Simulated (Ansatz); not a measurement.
# Response of C to small distortions

```
CELL_PARAMETERS angstrom
1.22803 0.70900 3.34701
-1.22803 0.70900 3.34701
0.00000 -1.41800 3.34701
ATOMIC_POSITIONS crystal
C 0.16400 0.16400 0.16400
C 0.83600 0.83600 0.83600
```

Atoms are numbered in the order listed.

The cell is COD entry 1200018, as deposited and not checked against the literature; nothing was relaxed. It is an old determination, and later ones may differ.

Computed with DFT, PBE, all-electron PAW with datasets made for the crystal, scalar-relativistic (Ansatz 0.2.0).

The runs use a Γ-centred 17×17×17 k mesh, Fermi–Dirac smearing of 0.03 eV, cutoff 600 eV (chosen by the program for this cell), no spin polarisation.

The unchanged cell is at 4.26 GPa.

Semilocal functionals give too small gaps.

x, y and z are the Cartesian axes of the cell as listed; fractional coordinates follow a strain, and an engineering shear is twice the off-diagonal strain component.

With z strained by -1 % at fixed volume: energy change under 1 meV/atom; stress change (xx, yy, zz, yz, xz, xy) -6.34, -6.34, 0.44, 0.00, 0.00, 0.00 GPa, compression positive; change of the force on C1 (0.000, 0.000, -0.012) eV/Å; gap on the k mesh 0.39 → 0.34 eV.
